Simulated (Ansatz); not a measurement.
**AlNi in Ansatz: the effect of functional**

The system is AlNi.

```
Ni Al
1.0
     2.31592   -1.40392    0.00000
     2.31592    1.40392    0.00000
    -1.36543    0.00000    3.90654
Ni Al
1 1
Direct
  0.50000 0.50000 0.50000
  0.00000 0.00000 0.00000
```

The cell comes from a database or a generator and needn't be the stable form of this composition.

The cell isn't the ideal one: volume scaled by 1.02.

Alike in all runs:

| Item | Value |
| --- | --- |
| Program | Ansatz 0.2.0 |
| Task | single point |
| Potentials or basis | Ansatz PAW |
| k mesh | 11 × 11 × 7 |
| Occupations | fermi-dirac, width 0.05 eV |
| Spin | collinear spin, ferromagnetic start |
| Starting moments | [1.0, 0.0] μB |

Problem. One run gave: pressure -10.5 GPa. Which functional did it use?
A. r2SCAN
B. PBEsol
C. LDA

Solution. C.

```csv
functional,cutoff,pressure (GPa)
LDA,420 eV (not typed: the program's choice for these potentials),-10.5
PBEsol,420 eV (not typed: the program's choice for these potentials),-5.8
r2SCAN,500 eV (not typed: the program's choice for these potentials),-5.7
```

Caveats: the PAW data sets come from PBE, with cores solved anew for the run's functional, which leaves a small shift of forces and pressure; the starting moments weren't kept; the magnetic or orbital state may not be the lowest (some runs).

Runs at the PBE level aren't shown here.
